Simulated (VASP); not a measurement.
# Sb (Fm-3m) in VASP: a series of runs, part 2 of 2

VASP 6.6.1.

**5. Equation of state, PBEsol, 27.20 Å³/atom (volume scaled by 1.02)**

Input file INCAR:

```
SYSTEM = Sb
PREC     = Accurate       ! precision mode
ENCUT    = 520            ! plane-wave cutoff, eV
EDIFF    = 1E-7           ! SCF threshold, eV
ISMEAR   = -1             ! smearing method
SIGMA    = 0.05           ! smearing width, eV
LREAL    = .False.        ! projectors in reciprocal space
LASPH    = .True.         ! aspherical terms in the spheres
NELM     = 60             ! most SCF steps
ALGO     = Normal         ! electronic algorithm
ISIF     = 2              ! what is computed and relaxed
LWAVE    = .False.        ! write WAVECAR
LCHARG   = .False.        ! write CHGCAR
GGA      = PS             ! functional
NBANDS   = 8              ! bands
```

Input file KPOINTS:

```
Automatic mesh
0
Gamma
  10 10 10
  0 0 0
```

Input file POSCAR:

```
Sb
1.0
    0.0000000000      2.3869465721      2.3869465721
    2.3869465721      0.0000000000      2.3869465721
    2.3869465721      2.3869465721      0.0000000000
Sb
1
Direct
    0.0000000000      0.0000000000      0.0000000000
```

Command:

```console
> cat potpaw_PBE.64/Sb/POTCAR > POTCAR
> mpirun -np 1 vasp_std > vasp.out
```

It took 9 s on 1 thread of Intel Xeon Platinum 8259CL at 2.50GHz (Skylake/Cascade Lake), shared host; peak memory 0.15 GiB.

The run converged. Its results:

- Free energy: -4.2911 eV
- Pressure: -2.4 GPa
- Band gap on the k mesh: none (metal or under the smearing width)

Caveat: the PAW data sets were made with another functional, which shifts forces and pressure a little.

**6. Equation of state, PBEsol, 27.73 Å³/atom (volume scaled by 1.04)**

INCAR is that of step 5.

KPOINTS is that of step 5.

Input file POSCAR:

```
Sb
1.0
    0.0000000000      2.4024466595      2.4024466595
    2.4024466595      0.0000000000      2.4024466595
    2.4024466595      2.4024466595      0.0000000000
Sb
1
Direct
    0.0000000000      0.0000000000      0.0000000000
```

Potentials or basis: VASP PAW PBE potentials, release 64 (Sb).

Command:

```console
> cat potpaw_PBE.64/Sb/POTCAR > POTCAR
> mpirun -np 1 vasp_std > vasp.out
```

Run time: 8.9 s. Hardware: 1 thread of Intel Xeon Platinum 8259CL at 2.50GHz (Skylake/Cascade Lake), shared host; peak memory 0.15 GiB.

Results (log left out):

```yaml
Free_energy: -4.2814 eV
Pressure: -3.4 GPa
Band_gap_on_the_k_mesh: none (metal or under the smearing width)
```

Caveat: the PAW data sets were made with another functional, which shifts forces and pressure a little.

**7. Equation of state, PBEsol, 28.27 Å³/atom (volume scaled by 1.06)**

INCAR is that of step 6.

KPOINTS is that of step 6.

Input file POSCAR:

```
Sb
1.0
    0.0000000000      2.4177492801      2.4177492801
    2.4177492801      0.0000000000      2.4177492801
    2.4177492801      2.4177492801      0.0000000000
Sb
1
Direct
    0.0000000000      0.0000000000      0.0000000000
```

Command:

```console
> cat potpaw_PBE.64/Sb/POTCAR > POTCAR
> mpirun -np 1 vasp_std > vasp.out
```

Wall time 12 s (1 thread of Intel Xeon Platinum 8259CL at 2.50GHz (Skylake/Cascade Lake), shared host); peak memory 0.15 GiB.

It converged, with:

| Quantity | Value |
| --- | --- |
| Free energy | -4.2684 eV |
| Pressure | -4.4 GPa |
| Band gap on the k mesh | none (metal or under the smearing width) |

Caveat: the PAW data sets were made with another functional, which shifts forces and pressure a little.

**8. Equation of state, PBEsol**

Potentials or basis: VASP PAW PBE potentials, release 64 (Sb).

This step only gathers the single runs of the series.

What came out:

```
Equilibrium volume                      : 26.14 Å³/atom
Bulk modulus                            : 64 GPa
Pressure derivative of the bulk modulus : 3.4 (rough: it moves with the points fitted)
```

Energy against volume, from the lowest point:
```tsv
volume (Å³/atom)	energy (meV/atom)
25.066	9.34
25.599	2.24
26.133	0.00
26.666	2.07
27.199	8.08
27.733	17.74
28.266	30.77
```

Caveat: the fit is doubtful: noisy points or a state that changes with volume; the PAW data sets were made with another functional, which shifts forces and pressure a little. The run has no spin-orbit coupling, so splittings on Sb are missing.

**9. Equation of state, PBE, 25.07 Å³/atom (volume scaled by 0.94)**

INCAR, as its differences from that of step 7:

```diff
@@ -8,3 +8,3 @@
 LASPH    = .True.         ! aspherical terms in the spheres
-NELM     = 60             ! most SCF steps
+NELM     = 100            ! most SCF steps
 ALGO     = Normal         ! electronic algorithm
@@ -13,3 +13,3 @@
 LCHARG   = .False.        ! write CHGCAR
-GGA      = PS             ! functional
+GGA      = PE             ! functional
 NBANDS   = 8              ! bands
```

KPOINTS is that of step 7.

Input file POSCAR:

```
Sb
1.0
    0.0000000000      2.3228362346      2.3228362346
    2.3228362346      0.0000000000      2.3228362346
    2.3228362346      2.3228362346      0.0000000000
Sb
1
Direct
    0.0000000000      0.0000000000      0.0000000000
```

Potentials or basis: VASP PAW PBE potentials, release 64 (Sb).

Command:

```console
> cat potpaw_PBE.64/Sb/POTCAR > POTCAR
> mpirun -np 1 vasp_std > vasp.out
```

Wall time 4.4 s (1 thread of Intel Xeon Platinum 8488C (Sapphire Rapids), shared host); peak memory 0.13 GiB.

Results (log left out):

* Free energy: -3.7814 eV
* Pressure: 6.2 GPa
* Band gap on the k mesh: none (metal or under the smearing width)

**10. Equation of state, PBE, 25.60 Å³/atom (volume scaled by 0.96)**

Input file INCAR:

```
SYSTEM = Sb
PREC     = Accurate       ! precision mode
ENCUT    = 520            ! plane-wave cutoff, eV
EDIFF    = 1E-7           ! SCF threshold, eV
ISMEAR   = -1             ! smearing method
SIGMA    = 0.05           ! smearing width, eV
LREAL    = .FALSE.        ! projectors in reciprocal space
LASPH    = .TRUE.         ! aspherical terms in the spheres
NELM     = 100            ! most SCF steps
ALGO     = Normal         ! electronic algorithm
ISIF     = 2              ! what is computed and relaxed
LWAVE    = .FALSE.        ! write WAVECAR
LCHARG   = .FALSE.        ! write CHGCAR
GGA      = PE             ! functional
NBANDS   = 8              ! bands
```

Input file KPOINTS:

```
Automatic mesh
0
G
  10 10 10
  0 0 0
```

Input file POSCAR:

```
Sb
1.0
    0.0000000000      2.3391947752      2.3391947752
    2.3391947752      0.0000000000      2.3391947752
    2.3391947752      2.3391947752      0.0000000000
Sb
1
Direct
    0.0000000000      0.0000000000      0.0000000000
```

Command:

```console
> cat potpaw_PBE.64/Sb/POTCAR > POTCAR
> mpirun -np 1 vasp_std > vasp.out
```

Wall time 7.9 s (1 thread of Intel Xeon Platinum 8488C (Sapphire Rapids), shared host); peak memory 0.15 GiB.

It converged, with:

```
Free energy            : -3.7992 eV
Pressure               : 4.5 GPa
Band gap on the k mesh : none (metal or under the smearing width)
```

**11. Equation of state, PBE, 26.13 Å³/atom (volume scaled by 0.98)**

Input file INCAR:

```
SYSTEM = Sb
PREC = Accurate
ENCUT = 520
EDIFF = 1E-7
ISMEAR = -1
SIGMA = 0.05
LREAL = .FALSE.
LASPH = .TRUE.
NELM = 100
ALGO = Normal
ISIF = 2
LWAVE = .FALSE.
LCHARG = .FALSE.
GGA = PE
NBANDS = 8
```

KPOINTS is that of step 10.

Input file POSCAR:

```
Sb
1.0
    0.0000000000      2.3553276627      2.3553276627
    2.3553276627      0.0000000000      2.3553276627
    2.3553276627      2.3553276627      0.0000000000
Sb
1
Direct
    0.0000000000      0.0000000000      0.0000000000
```

Command:

```console
> cat potpaw_PBE.64/Sb/POTCAR > POTCAR
> mpirun -np 1 vasp_std > vasp.out
```

Run time: 7.7 s. Hardware: 1 thread of Intel Xeon Platinum 8488C (Sapphire Rapids), shared host; peak memory 0.15 GiB.

The run converged. Its results:

```yaml
Free_energy: -3.8117 eV
Pressure: 3.1 GPa
Band_gap_on_the_k_mesh: none (metal or under the smearing width)
```

**12. Equation of state, PBE, 27.20 Å³/atom (volume scaled by 1.02)**

Input file INCAR:

```
SYSTEM = Sb
PREC     = Accurate       ! precision mode
ENCUT    = 520            ! plane-wave cutoff, eV
EDIFF    = 1E-7           ! SCF threshold, eV
ISMEAR   = -1             ! smearing method
SIGMA    = 0.05           ! smearing width, eV
LREAL    = .False.        ! projectors in reciprocal space
LASPH    = .True.         ! aspherical terms in the spheres
NELM     = 100            ! most SCF steps
ALGO     = Normal         ! electronic algorithm
ISIF     = 2              ! what is computed and relaxed
LWAVE    = .False.        ! write WAVECAR
LCHARG   = .False.        ! write CHGCAR
GGA      = PE             ! functional
NBANDS   = 8              ! bands
```

Input file KPOINTS:

```
Automatic mesh
0
Gamma
  10 10 10
  0 0 0
```

Input file POSCAR:

```
Sb
1.0
    0.0000000000      2.3869465721      2.3869465721
    2.3869465721      0.0000000000      2.3869465721
    2.3869465721      2.3869465721      0.0000000000
Sb
1
Direct
    0.0000000000      0.0000000000      0.0000000000
```

Potentials or basis: VASP PAW PBE potentials, release 64 (Sb).

Command:

```console
> cat potpaw_PBE.64/Sb/POTCAR > POTCAR
> mpirun -np 1 vasp_std > vasp.out
```

It took 7.8 s on 1 thread of Intel Xeon Platinum 8488C (Sapphire Rapids), shared host; peak memory 0.15 GiB.

The run converged. Its results:

```
Free energy            : -3.8233 eV
Pressure               : 0.5 GPa
Band gap on the k mesh : none (metal or under the smearing width)
```

**13. Equation of state, PBE, 27.73 Å³/atom (volume scaled by 1.04)**

Input file INCAR:

```
  PREC = Accurate
  ENCUT = 520
  EDIFF = 1E-7
  ISMEAR = -1
  SIGMA = 0.05
  LREAL = F
  LASPH = T
  NELM = 100
  ALGO = Normal
  ISIF = 2
  LWAVE = F
  LCHARG = F
  GGA = PE
  NBANDS = 8
```

Input file KPOINTS:

```
regular mesh
0
Gamma
  10 10 10
```

Input file POSCAR:

```
Sb
1.0
    0.0000000000      2.4024466595      2.4024466595
    2.4024466595      0.0000000000      2.4024466595
    2.4024466595      2.4024466595      0.0000000000
Sb
1
Direct
    0.0000000000      0.0000000000      0.0000000000
```

Command:

```console
> cat potpaw_PBE.64/Sb/POTCAR > POTCAR
> mpirun -np 1 vasp_std > vasp.out
```

Run time: 6.4 s. Hardware: 1 thread of Intel Xeon Platinum 8488C (Sapphire Rapids), shared host; peak memory 0.15 GiB.

Results (log left out):

```yaml
Free_energy: -3.8231 eV
Pressure: -0.6 GPa
Band_gap_on_the_k_mesh: none (metal or under the smearing width)
```

**14. Equation of state, PBE, 28.27 Å³/atom (volume scaled by 1.06)**

Input file INCAR:

```
PREC = Accurate
ENCUT = 520
EDIFF = 1E-7
ISMEAR = -1
SIGMA = 0.05
LREAL = F
LASPH = T
NELM = 60
ALGO = Normal
ISIF = 2
LWAVE = F
LCHARG = F
GGA = PE
NBANDS = 8
```

KPOINTS is that of step 13.

Input file POSCAR:

```
Sb
1.0
    0.0000000000      2.4177492801      2.4177492801
    2.4177492801      0.0000000000      2.4177492801
    2.4177492801      2.4177492801      0.0000000000
Sb
1
Direct
    0.0000000000      0.0000000000      0.0000000000
```

Command:

```console
> cat potpaw_PBE.64/Sb/POTCAR > POTCAR
> mpirun -np 1 vasp_std > vasp.out
```

Wall time 6.3 s (1 thread of Intel Xeon Platinum 8488C (Sapphire Rapids), shared host); peak memory 0.15 GiB.

Results (log left out):

```
Free energy            : -3.8192 eV
Pressure               : -1.7 GPa
Band gap on the k mesh : none (metal or under the smearing width)
```

**15. Equation of state, PBE**

Potentials or basis: VASP PAW PBE potentials, release 64 (Sb).

This step only gathers the single runs of the series.

What came out:

- Equilibrium volume: 27.43 Å³/atom
- Bulk modulus: 58 GPa
- Pressure derivative of the bulk modulus: 3.5 (rough: it moves with the points fitted)

Energy against volume, from the lowest point:
```csv
volume (Å³/atom),energy (meV/atom)
25.066,41.94
25.599,24.18
26.133,11.62
26.666,3.69
27.199,0.00
27.733,0.25
28.266,4.14
```

Caveat: the fit is doubtful: noisy points or a state that changes with volume. Spin-orbit coupling is left out, which matters for the levels of Sb.
